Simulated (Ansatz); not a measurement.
input.yaml (Ansatz)

```yaml
crystal:
  lattice:
    - [0.0, 2.9732608774, 2.9732608774]
    - [2.9732608774, 0.0, 2.9732608774]
    - [2.9732608774, 2.9732608774, 0.0]
  atoms:
    - { symbol: Ga, position: [0.125, 0.125, 0.125] }
    - { symbol: Ga, position: [0.875, 0.875, 0.875] }
hamiltonian:
  xc: revpbe
  pseudopotentials:
    kind: paw
    azcp:
      Ga: "pseudopotentials/Ga.paw.azcp"
basis:
  ecutwfc: 420
  fft_grid_basis: typed
kpoints:
  mp_grid: { grid: [15, 15, 15], shift: [0, 0, 0] }
magnetization:
  spin_polarized: false
scf:
  occupations: { method: fermi_dirac, width: 0.1 }
```

and its output:

```
Engine: ansatz 0.2.0, x86_64-unknown-linux-gnu
Pseudopotentials: kind: paw
Pseudopotential: Ga, paw, valence charge 13, recommended cutoff 420 eV (normal) 
Functional definition: revPBE
  parameter kappa = 1.245
  parameter beta = 0.06672455060314922
  exchange = pbe_x(kappa = kappa, mu = beta*pi^2/3)
  correlation = pbe_c(beta = beta)
Crystal: 2 atoms, lattice volume = 52.569 Å³
Basis set: ecut = 420 eV, 965 PW (Γ)
Bands: 17, of which v1, the nominal top of the filled ones, is band 13 counted from 1 (12 counted from 0)
Symmetry: 48 space group operations
Space group: Fd-3m (ITA 227), of the structure as read, at distance tolerance 3.7e-5 Å
k-points: 120 of 3375
Non-local potential: Ga, projectors of the file, l = 0: 2, l = 1: 2, l = 2: 3, l = 3: 1
PAW form: soft (Blöchl's): semilocal exchange-correlation on the pseudo side does not see the compensation charge
PAW frozen core: Ga, regenerated for the run's functional, and the local potential with it (the file was generated under x = pbe(κ = 0.804, μ = 0.2195149727645171), c = pbe(β = 0.06672455060314922))
PAW one-centre angular grid: Ga, 590 points (default); XC on 64 Gauss nodes
Initial density: superposition of atomic densities (neutral atoms: chi_scale 0, normalization atom), corrected by the library's trained network
Initial wavefunctions: pseudopotential atomic-orbital guess
Functional: x = revpbe(κ = 1.245, μ = 0.2195149727645171), c = pbe(β = 0.06672455060314922)
SCF iter   1: F=—  HF=-7573.488455 eV  |F-HF|=—  |Δ(HF+E_count)|=         —  Δρ=3.33e-3  dr2=3.13e-3  ethr=1.77e-3  ⟨swp⟩=5.0  Hψ=9536  notcnv=0
SCF iter   2: F=—  HF=-7573.492550 eV  |F-HF|=—  |Δ(HF+E_count)|=   4.09e-3  Δρ=4.52e-3  dr2=5.70e-3  ethr=1.20e-5  ⟨swp⟩=2.0  Hψ=5038  notcnv=0
SCF iter   3: F=—  HF=-7573.486957 eV  |F-HF|=—  |Δ(HF+E_count)|=   5.59e-3  Δρ=3.26e-4  dr2=3.01e-5  ethr=1.20e-5  ⟨swp⟩=2.0  Hψ=3592  notcnv=0
SCF iter   4: F=—  HF=-7573.486974 eV  |F-HF|=—  |Δ(HF+E_count)|=   1.69e-5  Δρ=1.10e-4  dr2=4.40e-6  ethr=1.16e-7  ⟨swp⟩=2.0  Hψ=2472  notcnv=0
SCF iter   5: F=—  HF=-7573.486980 eV  |F-HF|=—  |Δ(HF+E_count)|=   5.84e-6  Δρ=3.78e-5  dr2=3.45e-7  ethr=1.69e-8  ⟨swp⟩=2.0  Hψ=3655  notcnv=0
SCF iter   6: F=-7573.486980 eV  HF=-7573.486980 eV  |F-HF|=8.30e-9  |Δ(HF+E_count)|=   3.34e-8  Δρ=5.06e-6  dr2=7.88e-9  ethr=3.85e-10  ⟨swp⟩=3.0  Hψ=5233  notcnv=0
SCF 1 converged in 6 iterations: F = -7573.486980 eV  dr2 = 7.88e-9
SCF converged after 6 iterations
Free energy (F): -7573.486980 eV
Harris-Foulkes:  -7573.486980 eV  (|F-HF|=8.30e-9)
Internal energy: -7573.440707 eV  (E = F + TS)
E sigma→0 (E₀):  -7573.463843 eV
Entropy (-TS):   -0.046273 eV (-23.136 meV/atom)
Fermi energy:    5.464755 eV
--- Per-component energies (eV) ---
  E_band       = -171.687050
  E_kinetic    = 227.907103
  E_local      = -4328.111444  (includes V_loc(G=0)·N_el)
  E_nonlocal   = 843.179334
  E_hartree    = 2003.961469
  E_xc         = -137.544214
  E_vxc        = -114.217341  (∫ρ·V_xc dr)
  E_paw        = -3978.173885  (= ΣΔE_a)
  E_vpaw       = -808.375123  (= ΣTr[D̂ρ^β])
  E_aug_tail   = -0.000215  (compensation charges beyond the density's cutoff)
  E_ewald      = -2204.480117
  E_core_change = -0.178738  (= ΣΔE_core)
  E_smearing   = -0.046273  (= −TS)
  E_closure    = 0.000000  (closes the sum)
  Σ components = -7573.486980   (vs F -7573.486980, Δ=0.00e0)
```
